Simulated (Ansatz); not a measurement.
The system is BaZrO3.

```
CELL_PARAMETERS angstrom
4.19134 0.00000 0.00000
0.00000 4.19134 0.00000
0.00000 0.00000 4.19134
ATOMIC_POSITIONS crystal
Ba 0.00000 0.00000 0.00000
Zr 0.50000 0.50000 0.50000
O 0.50000 0.50000 0.00000
O 0.50000 0.00000 0.50000
O 0.00000 0.50000 0.50000
```

```yaml
Program: Ansatz 0.2.0
Task: relaxation of cell and atoms
Functional: BLYP
Dispersion: D3(BJ)
Potentials_or_basis: Ansatz PAW
Cutoff: "420 eV (not typed: the program's choice for these potentials)"
k_mesh: 6 × 6 × 6
Occupations: fermi-dirac, width 0.05 eV
Spin: no spin polarisation
```

At the start: volume 14.73 Å³/atom.

**Question.** Where does the relaxation end?

**Answer.** It ends after 6 steps and the volume is 14.97 Å³/atom (+1.6 %); space group Pm-3m (No. 221, to 0.05 Å).

Step by step:
```
step  energy change (eV)  largest force (eV/Å)  volume (Å³)
   1              0.0000                0.0000        73.63
   2             -0.0003                0.0000        75.41
   3             -0.0050                0.0000        74.80
   4             -0.0101                0.0000        74.80
   5             -0.0100                0.0000        74.83
   6             -0.0103                0.0000        74.83
```

Final structure:
```yaml
crystal:
  lattice:
    - [4.21406, 0.00000, 0.00000]
    - [0.00000, 4.21406, 0.00000]
    - [0.00000, 0.00000, 4.21406]
  atoms:
    - { symbol: Ba, position: [0.00000, 0.00000, 0.00000] }
    - { symbol: Zr, position: [0.50000, 0.50000, 0.50000] }
    - { symbol: O, position: [0.50000, 0.50000, 0.00000] }
    - { symbol: O, position: [0.50000, 0.00000, 0.50000] }
    - { symbol: O, position: [0.00000, 0.50000, 0.50000] }
```

Caveat: the plane-wave basis is chosen anew once the cell has moved, so the energies of steps on either side of that aren't comparable; the pressure holds a Pulay correction of +0.6 GPa for the finite cutoff; the PAW data sets come from PBE, with cores solved anew for the run's functional, which leaves a small shift of forces and pressure.
